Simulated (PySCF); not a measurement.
Match the calculated data to a structure.

All candidates are C6H8.

- Rotational structure: rotational constants A, B, C: 8.468, 3.431, 2.603 GHz [PBE0-D3(BJ)/def2-TZVP]
- UV, first state: lowest singlet excitation: 5.80 eV (214 nm, f = 0.004) [TDDFT CAM-B3LYP/aug-cc-pVTZ]
- 1H NMR: chemical shifts (computed TMS as zero) by class: 3.47 (8 H) ppm [GIAO PBE0/pcSseg-2]
- Polarisability: 68.0 au [CAM-B3LYP/aug-cc-pVTZ]
- Dipole: 0.18 D [CAM-B3LYP/aug-cc-pVTZ]
- Triplet: lowest triplet excitation (Tamm–Dancoff): 4.58 eV [TDA CAM-B3LYP/aug-cc-pVTZ]
- UV, strongest line: among the 10 lowest singlet transitions: S7 at 7.07 eV (175 nm, f = 0.118) [TDDFT CAM-B3LYP/aug-cc-pVTZ]
- 13C NMR: chemical shifts (computed TMS as zero) by class: 176.9 (2 C), 46.7 (4 C) ppm [GIAO PBE0/pcSseg-2]

Gas-phase values; electronic properties from PySCF, density fitting. Levels stand in brackets. Isolated species at its PBE0-D3(BJ)/def2-TZVP geometry, gas phase. NMR values are class means; diastereotopic atoms form classes of their own.

Task: Which candidate is it?
A. `C=C/C=C/C=C`
B. `C1=CCCC=C1`
C. `C1CC2=C1CC2`

Result: C. It is `C1CC2=C1CC2`. Numbering: `[CH2:1]1[CH2:2][C:3]2=[C:4]1[CH2:5][CH2:6]2`. Its formula, C6H8, gives 3 degrees of unsaturation: 2 rings and 1 π bond in the structure found. 6 carbons fall into 2 classes; from least to most shielded: fully substituted alkene carbon [C3/C4] (176.9 ppm, 2 C), allylic carbon [C1/C2/C5/C6] (46.7 ppm, 4 C). All hydrogens form one class (3.47 ppm): methylene hydrogen. By its constants the optimised geometry is an asymmetric top.

The others, at the same levels:
- `C=C/C=C/C=C` fails: it has 3 carbon classes against 2; its computed 13C shifts are 150.3 (2 C), 146.2 (2 C), 128.3 (2 C) ppm, 1H shifts are 6.83 (2 H), 6.62 (2 H), 5.57 (2 H), 5.44 (2 H) ppm and lowest singlet excitation is 4.87 eV (254 nm, f = 1.116) (against 5.80 eV).
- `C1=CCCC=C1` fails: its computed lowest singlet excitation is 4.80 eV (258 nm, f = 0.121) (against 5.80 eV), lowest triplet excitation (Tamm–Dancoff) is 2.91 eV (against 4.58 eV) and static isotropic polarisability is 69.9 au (against 68.0 au).

Each candidate is one conformer, not necessarily the lowest. Dipoles, sizes and rotational constants follow the conformer. The torsions of the flexible species, by atom-mapped SMILES:
- `[CH2:1]=[CH:2]/[CH:3]=[CH:4]/[CH:5]=[CH2:6]`: C1–C2–C3–C4 180°, C3–C4–C5–C6 180°
